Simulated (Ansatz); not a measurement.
The system is TiSi.

```xyz
2
Lattice="1.8162 -2.1176 0.0000 1.8162 2.1176 0.0000 0.0000 0.0000 3.8039" Properties=species:S:1:pos:R:3 pbc="T T T"
Ti    1.8162    0.0000    0.0000
Si    0.0000    0.0000    1.9020
```

The cell comes from a database or a generator and needn't be the stable form of this composition.

Program: Ansatz 0.2.0. Alike in all runs: task density of states; potentials or basis all-electron LAPW, scalar-relativistic; no spin polarisation; cell as given; k mesh 10 × 10 × 7; cutoff (eV) 239; smearing fermi-dirac 0.05 eV; basis error allowed 0.001 eV/atom.

Task: Order these runs on this cell by their pressure, lowest first.
A. level PBEsol+U; U Ti d U = 4 eV
B. level PBEsol+U; U Ti d U = 2 eV
C. level PBEsol+U; U Ti d U = 6 eV
D. level PBEsol
E. level PBEsol+U; U Ti d U = 8 eV

Result: D (-4.3 GPa), B (-1.6 GPa), A (2.4 GPa), C (8.5 GPa), E (18.2 GPa).

Caveats: U is the effective U less J, on atomic orbitals that reach past the spheres (some runs); U without spin polarisation on a metal has little footing (some runs); the U is typed as a test and isn't derived for this compound (some runs).

Runs at the PBE level aren't shown here.
